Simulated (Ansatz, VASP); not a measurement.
## SrO in VASP and in Ansatz

Contents of INCAR:

```
PREC = Accurate
ENCUT = 520
EDIFF = 1E-6
ISMEAR = 0
SIGMA = 0.05
LREAL = False
LASPH = True
NELM = 60
ALGO = Normal
ISIF = 2
LWAVE = False
LCHARG = False
GGA = PE
NBANDS = 15
```

Contents of KPOINTS:

```
Automatic mesh
0
Gamma
  8 8 8
```

The input POSCAR:

```
SrO
1.0
    0.0000000000      2.4934960882      2.7012874288
    2.4934960882      0.0000000000      2.7012874288
    2.4934960882      2.4934960882      0.0000000000
Sr O
1 1
Direct
    0.0000000000      0.0000000000      0.0000000000
    0.5000000000      0.5000000000      0.5000000000
```

Input for Ansatz:

```yaml
crystal:
  lattice:
    - [0.0, 2.4934960882, 2.7012874288]
    - [2.4934960882, 0.0, 2.7012874288]
    - [2.4934960882, 2.4934960882, 0.0]
  atoms:
    - { symbol: Sr, position: [0.0, 0.0, 0.0] }
    - { symbol: O, position: [0.5, 0.5, 0.5] }
basis:
  ecutwfc: 420
kpoints:
  mp_grid: { grid: [8, 8, 8] }
hamiltonian:
  xc: pbe
scf:
  occupations: { method: gaussian, width: 0.05 }
output:
  forces: true
  stress: true
  eigenvalues: true
```

Change from the starting cell: strain -0.040 along x and y, +0.040 along z, atoms carried along.

Alike in both runs: task single point; functional PBE; k mesh 8 × 8 × 8; occupations gaussian, width 0.05 eV; no spin polarisation.

|  | VASP | Ansatz |
| --- | --- | --- |
| version | VASP 6.6.1 | Ansatz 0.2.0 |
| potentials or method | VASP PAW PBE potentials, release 64 (Sr_sv, O) | scalar-relativistic, plane waves, PAW |
| plane-wave cutoff (eV) | 520 | 420 |
| valence electrons in the cell | 16 | 16 |

VASP gave:

| Quantity | Value |
| --- | --- |
| gap on the k mesh at the Fermi level (eV) | 3.10 |
| least direct gap on the mesh (eV) | 3.15 |
| pressure (GPa) | 5.9 |
| largest component of the traceless stress (GPa) | 7.34 |

Q: What did Ansatz give for the same quantities?

A: gap on the k mesh at the Fermi level (eV): 3.16; least direct gap on the mesh (eV): 3.18; pressure (GPa): 5.3; largest component of the traceless stress (GPa): 6.96.

A k mesh can miss the band edges.
